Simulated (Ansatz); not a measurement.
All numbers below come from DFT PBE, scalar-relativistic, plane waves, PAW (Ansatz). All cells share a 420 eV cutoff and Γ-centred k meshes spaced at most about 0.3 Å⁻¹ (about 0.25 or finer for metals, 2π included). No spin polarisation in the final relaxations.

These are static total energies at zero pressure.

Two relaxed structures of SiGe₅:

A.

```
Si Ge
1.0
     3.22526    0.00000    0.00000
     0.00000    3.22526    0.00000
     0.00000    0.00000   10.76383
Si Ge
1 5
Direct
  0.00000 0.00000 0.00000
  0.00000 0.00000 0.67093
  0.50000 0.50000 0.85428
  0.50000 0.50000 0.14572
  0.00000 0.00000 0.32907
  0.50000 0.50000 0.50000
```

B.

```
Si Ge
1.0
     3.13403    0.00000    0.00000
     0.00000    3.62999    0.00000
     0.00000    0.00000    9.89188
Si Ge
1 5
Cartesian
  1.5670 1.8150 4.9459
  0.0000 0.0000 0.0000
  1.5670 1.8150 1.6363
  0.0000 0.0000 3.4694
  0.0000 0.0000 6.4224
  1.5670 1.8150 8.2555
```

Task: Which form is favoured at zero pressure, and by what margin per atom?

Result: They are level within the accuracy (under 1 meV/atom apart). A has Si and Ge ordered on bcc sites, space group P4/mmm (No. 123), 18.7 Å³/atom and no gap on its mesh; B has space group Pmmm (No. 47), 18.8 Å³/atom and no gap. Counting Ge atoms around Si (those within 1.25 times the shortest such distance or 1.15 times the sum of covalent radii; a plus sign parts nearer from farther groups; the shortest distance is added where it is long for a bond), A has Si 8 from 2.8 Å and B has Si 8+2 from 2.8 Å. Even the lower one lies +0.38 eV/atom against the reference forms of the elements (uncorrected), so neither is stable at this level. In A, Si is surrounded by 8 Ge at 2.77 Å, 4 Si at 3.23 Å and 2 Ge at 3.54 Å; around Ge on a site of symmetry 4mm lie 8 Ge at 2.93–3.02 Å, 4 Ge at 3.23 Å, 1 Si at 3.54 Å and 1 Ge at 3.68 Å; around Ge on a second site of symmetry 4mm lie 4 Si at 2.77 Å, 9 Ge at 3.02–3.23 Å and 1 Ge at 3.81 Å; 1 more site not described. In B, Si is surrounded by 8 Ge at 2.82 Å, 2 Si at 3.13 Å, 2 Ge at 3.31 Å and 2 Si at 3.63 Å; Ge on a site of symmetry mmm has 8 Ge at 2.90 Å, 2 Ge at 3.13 Å and 4 Ge at 3.47–3.63 Å; around Ge on a site of symmetry mm2 lie 11 Ge at 2.90–3.27 Å, 1 Si at 3.31 Å and 2 Ge at 3.63 Å; 1 more site not described. Both come from invented guesses.

The k mesh leaves some 4 meV/atom of noise in the energy of each metallic cell. Cells relaxed within their symmetry can be saddle points.

The two cells are best read as variants of one structure rather than competing bonding types. Both stack one Si layer and five Ge layers in the same order on a distorted bcc lattice. The main difference is the direction of the distortion: the lattice is stretched along the stacking axis in A and mainly within the layers in B. Their near-degeneracy suggests that the energy depends little on that direction.

The large penalty against the elements, +0.38 eV/atom, has a chemical origin. Group 14 atoms with four valence electrons gain most from four short, directional sp³ bonds, whereas here the same electrons are spread over many longer contacts, which also fits the absence of a gap. The nearest Si–Ge contacts are shorter than the nearest Ge–Ge ones in both cells, as expected from the smaller Si atom. Such dense packing is typically favoured by compression, but whether either cell becomes competitive under pressure would require enthalpies against the high-pressure elemental phases.
